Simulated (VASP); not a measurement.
Here is a VASP 6.6.1 calculation.

INCAR

```
SYSTEM = PtSe2
PREC     = Accurate       ! precision mode
ENCUT    = 350            ! plane-wave cutoff, eV
EDIFF    = 1E-7           ! SCF threshold, eV
ISMEAR   = 0              ! smearing method
SIGMA    = 0.02           ! smearing width, eV
LREAL    = .False.        ! projectors in reciprocal space
LASPH    = .True.         ! aspherical terms in the spheres
NELM     = 80             ! most SCF steps
ALGO     = Fast           ! electronic algorithm
ISIF     = 3              ! what is computed and relaxed
LWAVE    = .False.        ! write WAVECAR
LCHARG   = .False.        ! write CHGCAR
GGA      = PE             ! functional
IVDW     = 12             ! dispersion correction
IBRION   = 2              ! ionic algorithm
NSW      = 80             ! ionic steps
EDIFFG   = -0.002         ! ionic threshold
KPAR     = 4
```

File KPOINTS:

```
regular mesh
0
Gamma
  9 9 6
  0 0 0
```

Contents of POSCAR:

```
PtSe2
1.0
    3.7240000000      0.0000000000      0.0000000000
   -1.8620000000      3.2250786000      0.0000000000
    0.0000000000      0.0000000000      5.0620000000
Pt Se
1 2
Direct
    0.0000000000      0.0000000000      0.0000000000
    0.3333333300      0.6666666700      0.2500000000
    0.6666666700      0.3333333300      0.7500000000
```

Potentials or basis: VASP PAW PBE potentials, release 64 (Pt, Se).

Run with:

```bash
$ cat potpaw_PBE.64/Pt/POTCAR potpaw_PBE.64/Se/POTCAR > POTCAR
$ mpirun -np 4 vasp_std > vasp.out
```

Task: Predict the dispersion energy per atom.

Result: -0.492 eV.

Task: Estimate the relaxed volume.

Result: 19.73 Å³/atom.

The path:
```csv
step,energy change (eV),largest force (eV/Å),pressure (GPa),volume (Å³)
1,0.0000,0.6169,3.27,60.80
2,0.0279,0.3597,-5.71,64.51
3,-0.0224,0.1965,-0.66,62.23
4,-0.0287,0.1615,-0.57,61.81
5,-0.0426,0.0508,-0.21,60.54
6,-0.0390,0.2214,1.07,58.04
7,-0.0470,0.0222,0.23,59.62
8,-0.0472,0.0465,0.33,59.40
9,-0.0487,0.1428,-1.08,59.53
10,-0.0494,0.1064,-0.57,59.49
11,-0.0497,0.0557,0.61,58.76
12,-0.0507,0.0195,0.05,59.10
13,-0.0507,0.0211,0.03,59.11
14,-0.0508,0.0147,-0.02,59.16
15,-0.0508,0.0089,-0.07,59.21
16,-0.0508,0.0122,0.09,59.17
17,-0.0508,0.0024,0.01,59.19
18,-0.0508,0.0009,0.00,59.19
19,-0.0508,0.0002,0.01,59.20
20,-0.0508,0.0012,0.01,59.20
```

Caveat: pairwise dispersion overbinds metals, which lowers pressure and volume. Spin-orbit coupling is left out, which matters for the levels of Pt.
